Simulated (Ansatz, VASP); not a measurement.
## One calculation of Mg5Ge, two programs

```
CELL_PARAMETERS angstrom
0.00000 4.01313 4.01313
4.01313 0.00000 4.01313
4.01313 4.01313 0.00000
ATOMIC_POSITIONS crystal
Mg 0.75000 0.75000 0.75000
Mg 0.37483 0.87550 0.37483
Mg 0.37483 0.37483 0.87550
Mg 0.87550 0.37483 0.37483
Mg 0.37483 0.37483 0.37483
Ge 0.00000 0.00000 0.00000
```

The cell comes from a database or a generator and needn't be the stable form of this composition.

Alike in both runs: task single point; functional LDA; k mesh 5 × 5 × 5; occupations fermi-dirac, width 0.05 eV; no spin polarisation.

```csv
,VASP,Ansatz
version,VASP 6.6.1,Ansatz 0.2.0
potentials or method,"VASP PAW LDA potentials, release 64 (Mg, Ge_d)","plane waves, PAW"
plane-wave cutoff (eV),520,500
valence electrons in the cell,24,64
```

Ansatz gave:

* pressure (GPa): -0.2

What did VASP give for the same quantities?

Pressure (GPa): -0.5.

The two sets of potentials don't hold the same shells in valence. Ansatz warned: «structure_snapped_to_symmetry».
